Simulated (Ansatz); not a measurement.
**What is wrong with this input? (Mg)**

The input below was meant for crystalline Mg, with PBE, plane waves and PAW in Ansatz.

```yaml
crystal:
  lattice:
    - [-1.83599163, 1.83599163, 1.67940402]
    - [1.83599163, -1.83599163, 1.67940402]
    - [1.83599163, 1.83599163, -1.67940402]
  atoms:
    - { symbol: Mg, position: [0.0, 0.0, 0.0] }
basis:
  ecutwfc: 420
kpoints:
  mp_grid: { grid: [1, 1, 1] }
hamiltonian:
  xc: pbe
scf:
  occupations: { method: gaussian, width: 0.1 }
output:
  forces: true
  stress: true
  eigenvalues: true
```

The program printed (HF is the Harris–Foulkes energy, dr2 the density residual in eV):

```text
Pseudopotential: Mg, paw, valence charge 10, recommended cutoff 420 eV (normal)
Crystal: 1 atom, lattice volume = 22.644 Å³
Basis set: ecut = 420 eV, 433 PW (Γ), exchange–correlation on 48×48×48 points (8 copies of the dense FFT grid, shifted against one another)
Bands: 9, of which v1, the nominal top of the filled ones, is band 5 counted from 1 (4 counted from 0)
Symmetry: 16 space group operations
Space group: I4/mmm (ITA 139), of the structure as read, at distance tolerance 2.8e-5 Å
k-points: 1
Initial density: superposition of atomic densities, corrected by the library's trained network
SCF iter   1: HF=-1932.162676 eV  Δρ=3.78e-3  dr2=1.58e-3
SCF iter   2: HF=-1932.162036 eV  Δρ=1.75e-3  dr2=3.76e-4
SCF iter   3: HF=-1932.161814 eV  Δρ=5.26e-5  dr2=4.00e-7
SCF iter   4: HF=-1932.161805 eV  Δρ=1.76e-5  dr2=2.69e-8
SCF iter   5: F=-1932.161805 eV  HF=-1932.161805 eV  Δρ=2.40e-6  dr2=1.06e-9
SCF iter   6: F=-1932.161805 eV  HF=-1932.161805 eV  Δρ=4.77e-7  dr2=4.49e-11
SCF 1 converged in 6 iterations: F = -1932.161805 eV  dr2 = 4.49e-11
SCF converged after 6 iterations
Free energy (F): -1932.161805 eV
E sigma→0 (E₀):  -1932.161805 eV
Fermi energy:    8.262601 eV
--- Forces (eV/Å), atoms counted from 1 ---
  atom   1  Mg    -0.00000000     0.00000000     0.00000000
--- Stress (GPa, compression-positive) ---
      -34.641157       0.000000       0.000000
        0.000000     -34.641157       0.000000
        0.000000       0.000000     -33.563853
  P = ⅓ Tr σ = -34.2821 GPa (-342.821 kbar)
```

Task: The run converged, but its numbers aren't those of the intended crystal and state. Why?

Result: The fault is one k-point for a metal. One point can't sample a Fermi surface. The cure is a converged mesh.

Fix:

```diff
 kpoints:
-  mp_grid: { grid: [1, 1, 1] }
+  mp_grid: { grid: [16, 16, 16] }
```

The mended run converges, with a pressure of 0.56 GPa, no gap. The faulty run's energy lay 8.39 eV per atom lower.

This form isn't the element's structure at ambient conditions.